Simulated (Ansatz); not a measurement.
Density of states of Ga (C2/c, a = 2.744 Å, b = 7.903 Å, c = 3.351 Å, α = 90.00°, β = 91.73°, γ = 90.00°), in states per eV and primitive cell, averaged over bins of 0.4 eV. Level of theory: Ansatz 0.2.0, DFT r2SCAN, scalar-relativistic, plane waves, PAW.

Plane waves to 500 eV, a k mesh through Γ of 16×16×12 on the computed 2-atom cell and Gaussian smearing (0.10 eV); no spin polarisation.

The cell is relaxed at this level. The states (both spins) are summed by tetrahedra on a 24×24×18 mesh at the self-consistent density. Energies are bin centres; the table starts no lower than −8 eV and ends at 6 eV, or lower where the solved bands end.

It is a metal at this level.

| E − E_F (eV) | total | Ga 4p | Ga 4s |
| --- | --- | --- | --- |
| -7.85 | 0.45 | 0.23 | 0.21 |
| -7.45 | 0.48 | 0.25 | 0.22 |
| -7.05 | 0.51 | 0.26 | 0.24 |
| -6.65 | 0.55 | 0.26 | 0.28 |
| -6.25 | 0.62 | 0.27 | 0.34 |
| -5.85 | 0.56 | 0.25 | 0.30 |
| -5.45 | 0.51 | 0.24 | 0.27 |
| -5.05 | 0.54 | 0.27 | 0.27 |
| -4.65 | 0.54 | 0.28 | 0.25 |
| -4.25 | 0.55 | 0.31 | 0.23 |
| -3.85 | 0.57 | 0.35 | 0.22 |
| -3.45 | 0.60 | 0.39 | 0.21 |
| -3.05 | 0.64 | 0.43 | 0.19 |
| -2.65 | 0.65 | 0.47 | 0.17 |
| -2.25 | 0.66 | 0.50 | 0.15 |
| -1.85 | 0.79 | 0.60 | 0.18 |
| -1.45 | 0.80 | 0.61 | 0.18 |
| -1.05 | 0.76 | 0.57 | 0.17 |
| -0.65 | 0.64 | 0.48 | 0.15 |
| -0.25 | 0.62 | 0.46 | 0.15 |
| 0.15 | 0.63 | 0.46 | 0.16 |
| 0.55 | 0.71 | 0.49 | 0.20 |
| 0.95 | 0.79 | 0.53 | 0.23 |
| 1.35 | 0.79 | 0.56 | 0.20 |
| 1.75 | 0.83 | 0.60 | 0.19 |
| 2.15 | 0.90 | 0.66 | 0.20 |
| 2.55 | 0.97 | 0.72 | 0.20 |
| 2.95 | 0.89 | 0.67 | 0.17 |
| 3.35 | 0.85 | 0.64 | 0.16 |
| 3.75 | 0.82 | 0.61 | 0.15 |
| 4.15 | 0.78 | 0.58 | 0.14 |
| 4.55 | 0.77 | 0.57 | 0.14 |
| 4.95 | 0.81 | 0.60 | 0.14 |
| 5.35 | 0.90 | 0.66 | 0.14 |
| 5.75 | 0.93 | 0.67 | 0.13 |

The columns after the total are the Löwdin projections on the occupied valence shells of the potentials. The rest of the total lies in shells that are empty in the free atom, which aren't projected, and between the atoms.

This form isn't the element's structure at ambient conditions.

Cost: 1 run of about 3.2 core-minutes, on Arm Neoverse V1 (shared hosts).